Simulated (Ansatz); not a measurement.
# Tl₁₂Cl₁₁: nudged elastic band, vacancy jump

All numbers below come from DFT PBEsol, scalar-relativistic, plane waves, PAW in Ansatz 0.2.0. The runs took a 420 eV cutoff, a Γ-centred 4×4×4 mesh and Gaussian smearing (0.05 eV). Spin–orbit coupling is left out, which matters for the heavy elements here. No spin polarisation.

3 inner image(s), climbing default, force tolerance 0.05 eV/Å, at most 5 iterations, fixed cell. The cell carries a charge of +1 e on a uniform background, with no finite-size correction, so the barrier is rough in so small a cell.

Time: 16 min on 4 threads of AMD EPYC 7R13 Processor (Zen 3), with other jobs on the host, peak memory 7.1 GiB.

Command:
```bash
ansatz run input.yaml --threads 4 --pin off --max-ram 9216MiB --backend cpu --events-out ev --progress --plain --runs-dir out
```

Input:
```yaml
crystal:
  lattice:
    - [-3.7693046137, -7.5386092274, -3.7693046137]
    - [3.7693046137, -3.7693046137, -7.5386092274]
    - [3.7693046137, -7.5386092274, 3.7693046137]
  atoms:
    - { symbol: Tl, position: [0.6751887339, 0.6666666667, -0.0161536772] }
    - { symbol: Tl, position: [0.5850096884, 0.3185191847, 0.2417577684] }
    - { symbol: Tl, position: [0.498323645, 0.0148141487, 0.5082422316] }
    - { symbol: Tl, position: [0.4081445995, 0.6666666667, 0.7661536772] }
    - { symbol: Tl, position: [0.3345734988, 0.3297450652, -0.0037461341] }
    - { symbol: Tl, position: [0.2368622064, 0.0148141487, 0.2417577684] }
    - { symbol: Tl, position: [0.085681436, 0.3297450652, 0.7537461341] }
    - { symbol: Tl, position: [0.9976518973, 0.0035882682, -0.0037461341] }
    - { symbol: Tl, position: [0.7487598345, 0.0035882682, 0.7537461341] }
    - { symbol: Tl, position: [0.1482280828, 0.6666666667, 0.5085126667] }
    - { symbol: Tl, position: [0.9351052505, 0.6666666667, 0.2414873333] }
    - { symbol: Tl, position: [0.846471127, 0.3185191847, 0.5082422316] }
    - { symbol: Cl, position: [0.4598355628, 0.3396887218, 0.6192295705] }
    - { symbol: Cl, position: [0.3739154398, 0.0021691204, 0.875] }
    - { symbol: Cl, position: [0.2963110734, 0.6666666667, 0.1260067594] }
    - { symbol: Cl, position: [0.2081668232, 0.3336663537, 0.375] }
    - { symbol: Cl, position: [0.1328576179, -0.0063553885, 0.6192295705] }
    - { symbol: Cl, position: [0.9504757154, 0.3396887218, 0.1307704295] }
    - { symbol: Cl, position: [0.8751665102, -0.0003330203, 0.375] }
    - { symbol: Cl, position: [0.6234977706, -0.0063553885, 0.1307704295] }
    - { symbol: Cl, position: [0.0416666667, 0.6666666667, 0.875] }
    - { symbol: Cl, position: [0.78702226, 0.6666666667, 0.6239932406] }
    - { symbol: Cl, position: [0.7094178935, 0.3311642129, 0.875] }
total_charge: 1
basis:
  ecutwfc: 420
kpoints:
  mp_grid: { grid: [4, 4, 4] }
hamiltonian:
  xc: pbesol
scf:
  occupations: { method: gaussian, width: 0.05 }
output:
  forces: true
neb:
  images: 3
  f_tol: 0.05
  max_iterations: 5
  order_check: false
  final_atoms:
    - { symbol: Tl, position: [0.6654266466, 0.6702545708, 0.003745875] }
    - { symbol: Tl, position: [0.5918549224, 0.3333333333, 0.2338470009] }
    - { symbol: Tl, position: [0.5016765672, -0.0148138451, 0.4917581038] }
    - { symbol: Tl, position: [0.4149900995, 0.6814805117, 0.7582418962] }
    - { symbol: Tl, position: [0.3248117443, 0.3333333333, 0.0161529991] }
    - { symbol: Tl, position: [0.2512400201, -0.0035879041, 0.246254125] }
    - { symbol: Tl, position: [0.0648958077, 0.3333333333, 0.7585118508] }
    - { symbol: Tl, position: [1.002347884, -0.0035879041, 0.003745875] }
    - { symbol: Tl, position: [0.7631372779, -0.0148138451, 0.7582418962] }
    - { symbol: Tl, position: [0.1535293888, 0.6814805117, 0.4917581038] }
    - { symbol: Tl, position: [0.9143187826, 0.6702545708, 0.246254125] }
    - { symbol: Tl, position: [0.851770859, 0.3333333333, 0.4914881492] }
    - { symbol: Cl, position: [0.5401644527, 0.6603115399, 0.3807708021] }
    - { symbol: Cl, position: [0.376502214, 0.0063551268, 0.8692291979] }
    - { symbol: Cl, position: [0.2905825892, 0.6688348216, 0.125] }
    - { symbol: Cl, position: [0.2129771957, 0.3333333333, 0.3760066902] }
    - { symbol: Cl, position: [0.1248334344, 0.0003331311, 0.625] }
    - { symbol: Cl, position: [0.9583333333, 0.3333333333, 0.125] }
    - { symbol: Cl, position: [0.8671426593, 0.0063551268, 0.3807708021] }
    - { symbol: Cl, position: [0.6260840775, -0.0021681549, 0.125] }
    - { symbol: Cl, position: [0.0495240074, 0.6603115399, 0.8692291979] }
    - { symbol: Cl, position: [0.7918332322, 0.6663335356, 0.625] }
    - { symbol: Cl, position: [0.7036894709, 0.3333333333, 0.8739933098] }
```

Output (its end):
```
...
    - { symbol: Tl, position: [0.7656985893864149, -0.015759919879764318, 0.7543433573925471] }
    - { symbol: Tl, position: [0.1339807705258544, 0.6802125987549255, 0.5057984865289933] }
    - { symbol: Tl, position: [0.9294727164315605, 0.6666498983088431, 0.2473228778298786] }
    - { symbol: Tl, position: [0.8660191985499486, 0.3197874190427528, 0.49420154858626075] }
    - { symbol: Cl, position: [0.5000000224230261, 0.5000000880755436, 0.499999958012222] }
    - { symbol: Cl, position: [0.3737322928318098, 0.028727947373349355, 0.8693374772923439] }
    - { symbol: Cl, position: [0.28190524834724706, 0.6821309985053048, 0.14790431902209078] }
    - { symbol: Cl, position: [0.23275505795155702, 0.3315119179744491, 0.3736356046454119] }
    - { symbol: Cl, position: [0.14781071710796104, -0.020474572573988686, 0.6212400374229219] }
    - { symbol: Cl, position: [0.957854611756167, 0.34142472451180805, 0.12044988099575149] }
    - { symbol: Cl, position: [0.8521892875899781, 0.020474553922847916, 0.3787599630867347] }
    - { symbol: Cl, position: [0.6262676971456149, -0.028727904266318105, 0.13066242873605807] }
    - { symbol: Cl, position: [0.04214535697783113, 0.6585752527063042, 0.8795501192329452] }
    - { symbol: Cl, position: [0.7672448322080108, 0.6684881155421991, 0.6263643252595084] }
    - { symbol: Cl, position: [0.7180948666865336, 0.3178690149667379, 0.8520957499274222] }
```

The calculation finished and met its thresholds.

Final band:

| image | s (Å) | ΔE (eV) |
| --- | --- | --- |
| 0 | 0.000 | 0.000 |
| 1 | 0.984 | 0.120 |
| 2 | 1.968 | 0.221 |
| 3 | 2.952 | 0.120 |
| 4 | 3.936 | 0.000 |

Highest image over the start 0.221 eV, over the end 0.221 eV. The order of the saddle wasn't checked, and a path that keeps a symmetry can read too high.

By iteration:

```csv
iteration,largest band force component (eV/Å),highest image (eV)
1,0.377,0.525
2,0.122,0.271
3,0.057,0.236
4,0.023,0.221
```

Images of the last band (Å, true forces in eV/Å):

```xyz
23
Lattice="-3.769 -7.539 -3.769 3.769 -3.769 -7.539 3.769 -7.539 3.769" Properties=species:S:1:pos:R:3:forces:R:3 pbc="T T T" image=0 dE_eV=0.0000
Tl   -0.093   -7.481   -7.632   -0.001   -0.003   -0.001
Tl   -0.093   -7.433   -3.695    0.011   -0.012    0.004
Tl    0.093   -7.644   -0.074   -0.011    0.012   -0.004
Tl    3.862  -11.365   -3.676    0.001    0.003    0.001
Tl   -0.032   -3.737   -3.761    0.004   -0.007    0.008
Tl    0.074   -3.664   -0.093    0.004   -0.012    0.011
Tl    3.761   -7.571    0.032   -0.008    0.007   -0.004
Tl   -3.761   -7.506   -3.802    0.008   -0.007    0.004
Tl    0.032  -11.340   -0.008   -0.004    0.007   -0.008
Tl    3.871   -7.464   -3.668   -0.003    0.003   -0.003
Tl   -0.102  -11.383   -7.640    0.003   -0.003    0.003
Tl   -0.074  -11.413   -3.676   -0.004    0.012   -0.011
Cl    1.881   -9.415   -1.960   -0.004    0.000   -0.010
Cl    1.897   -9.423    1.872    0.010    0.000   -0.010
Cl    1.871   -5.697   -5.668    0.002   -0.005    0.002
Cl    1.887   -5.654   -1.887   -0.003    0.000    0.003
Cl    1.809   -5.646    1.881   -0.010    0.000   -0.004
Cl   -1.809   -9.431   -5.650    0.010    0.000    0.004
Cl   -1.887   -9.423   -1.883    0.003    0.000   -0.003
Cl   -1.881   -5.662   -1.809    0.004    0.000    0.010
Cl    5.654   -9.423   -1.885    0.000    0.000    0.000
Cl    1.898  -13.150   -5.640   -0.002    0.005   -0.002
Cl    1.872  -13.193   -1.872   -0.010    0.000    0.010
23
Lattice="-3.769 -7.539 -3.769 3.769 -3.769 -7.539 3.769 -7.539 3.769" Properties=species:S:1:pos:R:3:forces:R:3 pbc="T T T" image=1 dE_eV=0.1195
Tl   -0.068   -7.437   -7.602    0.000   -0.010   -0.009
Tl   -0.158   -7.415   -3.766    0.022   -0.014   -0.005
Tl    0.082   -7.617   -0.088    0.018   -0.019   -0.020
Tl    3.940  -11.427   -3.681   -0.016    0.026    0.000
Tl    0.015   -3.830   -3.748   -0.005    0.018   -0.016
Tl    0.104   -3.672   -0.080   -0.001   -0.010    0.002
Tl    3.797   -7.497    0.038   -0.006   -0.019   -0.007
Tl   -3.767   -7.538   -3.768    0.003   -0.008   -0.006
Tl   -0.061  -11.378    0.037    0.009    0.009   -0.021
Tl    3.928   -7.410   -3.684   -0.018   -0.008   -0.002
Tl   -0.074  -11.388   -7.607    0.004    0.000   -0.007
Tl   -0.148  -11.425   -3.752    0.023    0.011    0.007
Cl    1.882   -9.418   -2.812    0.002    0.000    0.157
Cl    1.977   -9.480    1.698    0.003    0.005   -0.002
Cl    2.001   -5.805   -5.646   -0.018   -0.022   -0.017
Cl    1.797   -5.724   -1.956    0.013    0.023   -0.003
Cl    1.696   -5.702    1.917   -0.018    0.003   -0.015
Cl   -1.848   -9.413   -5.720    0.015    0.014   -0.016
Cl   -1.788   -9.370   -1.928   -0.023   -0.006   -0.002
Cl   -1.937   -5.623   -1.678    0.003   -0.001   -0.007
Cl    5.672   -9.411   -1.830   -0.001   -0.001   -0.007
Cl    1.972  -13.020   -5.595   -0.007    0.021   -0.019
Cl    1.717  -13.120   -1.884   -0.002   -0.012    0.015
23
Lattice="-3.769 -7.539 -3.769 3.769 -3.769 -7.539 3.769 -7.539 3.769" Properties=species:S:1:pos:R:3:forces:R:3 pbc="T T T" image=2 dE_eV=0.2214
Tl   -0.053   -7.438   -7.581    0.000   -0.013    0.005
Tl   -0.204   -7.384   -3.820    0.017   -0.019   -0.005
Tl    0.000   -7.539    0.000    0.000    0.000    0.000
Tl    3.973  -11.463   -3.718   -0.017    0.019    0.005
Tl    0.053   -3.870   -3.727    0.000    0.013   -0.005
Tl    0.102   -3.678   -0.076    0.000   -0.009    0.013
Tl    3.828   -7.462    0.058   -0.004   -0.005    0.002
Tl   -3.769   -7.539   -3.769    0.000    0.000    0.000
Tl   -0.102  -11.400    0.076    0.000    0.009   -0.013
Tl    3.965   -7.387   -3.726   -0.017   -0.006   -0.004
Tl   -0.058  -11.384   -7.597    0.004    0.005   -0.002
Tl   -0.196  -11.460   -3.812    0.017    0.006    0.004
Cl    1.885   -9.423   -3.769    0.000    0.000    0.000
Cl    1.976   -9.479    1.652    0.007   -0.001   -0.013
Cl    2.066   -5.811   -5.647    0.003   -0.016   -0.017
Cl    1.781   -5.821   -1.968    0.008   -0.006    0.008
Cl    1.707   -5.720    1.939   -0.004    0.001   -0.007
Cl   -1.869   -9.416   -5.730    0.010    0.010   -0.010
Cl   -1.707   -9.357   -1.939    0.004   -0.001    0.007
Cl   -1.976   -5.598   -1.652   -0.007    0.001    0.013
Cl    5.639   -9.431   -1.808   -0.010   -0.010    0.010
Cl    1.989  -13.026   -5.570   -0.008    0.006   -0.008
Cl    1.703  -13.035   -1.891   -0.003    0.016    0.017
23
Lattice="-3.769 -7.539 -3.769 3.769 -3.769 -7.539 3.769 -7.539 3.769" Properties=species:S:1:pos:R:3:forces:R:3 pbc="T T T" image=3 dE_eV=0.1195
Tl   -0.015   -7.478   -7.560    0.005   -0.018    0.016
Tl   -0.171   -7.420   -3.858    0.016   -0.026    0.000
Tl   -0.082   -7.460    0.088   -0.018    0.019    0.020
Tl    3.927  -11.431   -3.773   -0.022    0.014    0.005
Tl    0.068   -3.871   -3.706    0.000    0.010    0.009
Tl    0.061   -3.699   -0.037   -0.009   -0.009    0.021
Tl    3.843   -7.458    0.069   -0.004    0.000    0.007
Tl   -3.772   -7.540   -3.771   -0.003    0.008    0.006
Tl   -0.104  -11.405    0.080    0.001    0.010   -0.002
Tl    3.917   -7.422   -3.787   -0.023   -0.011   -0.007
Tl   -0.028  -11.350   -7.577    0.006    0.019    0.007
Tl   -0.159  -11.436   -3.855    0.018    0.008    0.002
Cl    1.888   -9.428   -4.727   -0.002    0.000   -0.157
Cl    1.937   -9.454    1.678   -0.003    0.001    0.007
Cl    2.052   -5.726   -5.654    0.002    0.012   -0.015
Cl    1.797   -5.827   -1.943    0.007   -0.021    0.019
Cl    1.788   -5.708    1.928    0.023    0.006    0.002
Cl   -1.902   -9.436   -5.708    0.001    0.001    0.007
Cl   -1.696   -9.375   -1.917    0.018   -0.003    0.015
Cl   -1.977   -5.598   -1.698   -0.003   -0.005    0.002
Cl    5.617   -9.434   -1.819   -0.015   -0.014    0.016
Cl    1.973  -13.122   -5.583   -0.013   -0.023    0.003
Cl    1.768  -13.042   -1.893    0.018    0.022    0.017
23
Lattice="-3.769 -7.539 -3.769 3.769 -3.769 -7.539 3.769 -7.539 3.769" Properties=species:S:1:pos:R:3:forces:R:3 pbc="T T T" image=4 dE_eV=0.0000
Tl    0.032   -7.571   -7.547   -0.004    0.007   -0.008
Tl   -0.093   -7.481   -3.862   -0.001   -0.003   -0.001
Tl   -0.093   -7.433    0.074    0.011   -0.012    0.004
Tl    3.863  -11.413   -3.844   -0.011    0.012   -0.004
Tl    0.093   -3.827   -3.676    0.001    0.003    0.001
Tl   -0.032   -3.737    0.008    0.004   -0.007    0.008
Tl    3.871   -7.464    0.102   -0.003    0.003   -0.003
Tl   -3.778   -7.571   -3.737   -0.008    0.007   -0.004
Tl   -0.074  -11.413    0.093   -0.004    0.012   -0.011
Tl    3.844   -7.433   -3.863    0.004   -0.012    0.011
Tl    0.008  -11.275   -7.571    0.008   -0.007    0.004
Tl   -0.102  -11.383   -3.871    0.003   -0.003    0.003
Cl    1.888   -9.431   -5.579    0.004    0.000    0.010
Cl    1.881   -9.415    1.809   -0.004    0.000   -0.010
Cl    1.897   -5.654   -5.666    0.010    0.000   -0.010
Cl    1.871   -5.697   -1.898    0.002   -0.005    0.002
Cl    1.887   -5.654    1.883   -0.003    0.000    0.003
Cl   -1.885   -9.423   -5.654    0.000    0.000    0.000
Cl   -1.809   -9.431   -1.881    0.010    0.000    0.004
Cl   -1.897   -5.654   -1.872   -0.010    0.000    0.010
Cl    5.579   -9.415   -1.888   -0.010    0.000   -0.004
Cl    1.883  -13.193   -5.652    0.003    0.000   -0.003
Cl    1.898  -13.150   -1.871   -0.002    0.005   -0.002
```